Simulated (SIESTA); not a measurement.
Runs of SIESTA 5.4.2 on SnO2 (Cassiterite). Symmetry: P4_2/mnm, No. 136, tetragonal system. The conventional cell has a = 4.738 Å, b = 4.738 Å, c = 3.187 Å, α = 90.00°, β = 90.00°, γ = 90.00°. Sn (site symmetry mmm) has 6 O at 2.05 to 2.06 Å as nearest neighbours. O (site symmetry m2m) has 3 Sn at 2.05 to 2.06 Å as nearest neighbours. 

```tsv
potentials or basis	gap on the mesh (eV)	pressure (GPa)	largest force (eV/Å)
PseudoDojo 0.4 standard (PBE files), DZP (energy shift 0.003 Ry; two zetas on semicore shells)	1.02	17.7	0.29
PseudoDojo 0.4 standard (PBE files), SZP (energy shift 0.003 Ry)	0.90	22.4	(b)
PseudoDojo 0.4 standard (PBE files), DZDP (energy shift 0.003 Ry; two zetas on semicore shells)	1.06	17.2	0.35
PseudoDojo 0.4 standard (PBE files), TZP (energy shift 0.003 Ry; two zetas on semicore shells)	1.07	(a)	0.26
PseudoDojo 0.4 standard (PBE files), DZ (energy shift 0.003 Ry; two zetas on semicore shells)	0.92	18.0	0.41
```

Alike in all rows: task single point; level PBE; no spin polarisation; cell as given; k mesh 4 × 4 × 6; smearing fermi-dirac 0.05 eV; grid cutoff 800 Ry; energy shift 0.003 Ry.

Estimate the missing entries.

(a) 16.1; (b) 0.32.

Caveats: spin-orbit coupling is left out, which moves the levels of the heavy elements; the basis of atomic orbitals isn't converged, which shifts pressures, moduli and gaps; the basis has no polarisation orbitals (some runs).

A k mesh can miss the band edges, and the runs leave out spin-orbit coupling on Sn.
